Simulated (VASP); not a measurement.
PbSe (Clausthalite):

```
Pb Se
1.0
     0.00000    3.06065    3.06065
     3.06065    0.00000    3.06065
     3.06065    3.06065    0.00000
Pb Se
1 1
Direct
  0.00000 0.00000 0.00000
  0.50000 0.50000 0.50000
```

- Program: VASP 6.6.1
- Task: relaxation of cell and atoms
- Functional: revPBE
- Potentials or basis: VASP PAW PBE potentials, release 64 (Pb_d, Se)
- Cutoff: 600 eV
- k mesh: 8 × 8 × 8
- Occupations: fermi-dirac, width 0.05 eV
- Spin: no spin polarisation

At the start: pressure 3.7 GPa; volume 28.67 Å³/atom.

Question: Where does the relaxation end?

Answer: Over 3 steps the energy falls by 23.9 meV/atom and the volume is 30.86 Å³/atom (+7.6 %); space group Fm-3m (No. 225, to 0.05 Å).

Step by step:
```csv
step,energy change (eV),largest force (eV/Å),pressure (GPa),volume (Å³)
1,0.0000,0.0000,3.73,57.34
2,-0.0440,0.0000,-0.88,63.06
3,-0.0477,0.0000,0.01,61.71
```

Final structure:
```cif
data_structure
_symmetry_space_group_name_H-M 'P 1'
_symmetry_Int_Tables_number 1
_cell_length_a 4.4357
_cell_length_b 4.4357
_cell_length_c 4.4357
_cell_angle_alpha 60.000
_cell_angle_beta 60.000
_cell_angle_gamma 60.000
_cell_volume 61.71
loop_
_atom_site_label
_atom_site_type_symbol
_atom_site_fract_x
_atom_site_fract_y
_atom_site_fract_z
_atom_site_occupancy
Pb1 Pb 0.00000 0.00000 0.00000 1
Se1 Se 0.50000 0.50000 0.50000 1
```

The cell as given is a measured one (28.67 Å³/atom); revPBE puts the equilibrium volume +7.6 % from it, thermal expansion not counted.

Caveat: the PAW data sets were made with another functional, which shifts forces and pressure a little.
